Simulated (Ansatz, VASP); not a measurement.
# Two plane-wave programs on MgB2

```
Mg B
1.0
     3.08500    0.00000    0.00000
    -1.54250    2.67169    0.00000
     0.00000    0.00000    3.52300
Mg B
1 2
Cartesian
  0.0703 -0.0171 -0.0345
  1.5536 0.8592 1.7323
  0.0098 1.7804 1.7941
```

Change from the starting cell: atoms moved at random, drawn with an rms of 0.05 Å.

Alike in both runs: task single point; functional PBEsol; k mesh 10 × 10 × 8; occupations fermi-dirac, width 0.05 eV; no spin polarisation.

|  | VASP | Ansatz |
| --- | --- | --- |
| version | VASP 6.6.1 | Ansatz 0.2.0 |
| potentials or method | VASP PAW PBE potentials, release 64 (Mg, B) | Ansatz PAW |
| plane-wave cutoff (eV) | 520 | 420 |
| valence electrons in the cell | 8 | 16 |

|  | VASP | Ansatz | Ansatz less VASP |
| --- | --- | --- | --- |
| gap on the k mesh at the Fermi level (eV) | none | none | - |
| pressure (GPa) | -2.7 | -2.7 | +0.02 |
| largest component of the traceless stress (GPa) | 0.52 | 0.54 | +0.018 |
| rms of the force components (eV/Å) | 0.323 | 0.322 | -0.0006 |

Atom by atom the forces differ by 0.002 eV/Å (rms over components). A gap of «none» marks a metal or a gap that the smearing closes. The two sets of potentials don't hold the same shells in valence.

Caveats: the PAW data sets were made with another functional, which shifts forces and pressure a little (VASP); the PAW data sets come from PBE, with cores solved anew for the run's functional, which leaves a small shift of forces and pressure (Ansatz).
